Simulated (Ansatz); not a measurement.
An input for Ansatz 0.2.0 (CdSe):

Contents of input.yaml:

```yaml
crystal:
  lattice:
    - [0.0, 3.0702711986, 3.0702711986]
    - [3.0702711986, 0.0, 3.0702711986]
    - [3.0702711986, 3.0702711986, 0.0]
  atoms:
    - { symbol: Cd, position: [0.0, 0.0, 0.0] }
    - { symbol: Se, position: [0.25, 0.25, 0.25] }
hamiltonian:
  xc: rpbe
  pseudopotentials: { kind: nc }
  dispersion: rvv10
kpoints:
  mp_grid: { grid: [6, 6, 6] }
scf:
  occupations: { method: fixed }
phonons:
  method: fd
  amplitude: 0.01
  supercell: [2, 2, 2]
```

Potentials or basis: Ansatz NC.

Run with:

```bash
$ ansatz run input.yaml --threads 1 --pin off --max-ram 2560MiB --backend cpu --events-out ev --progress --plain --runs-dir out
```

Question: Does this run start?

Answer: The run stopped without a result. It printed:

Output:

```text
Error: inconsistent input (hamiltonian.dispersion, hamiltonian.xc): `dispersion: rvv10` has no canonical (b, C) pairing for the chosen semilocal exchange/correlation — only rPW86-x + PBE96-c (the original rVV10) and r²SCAN are tabulated
```
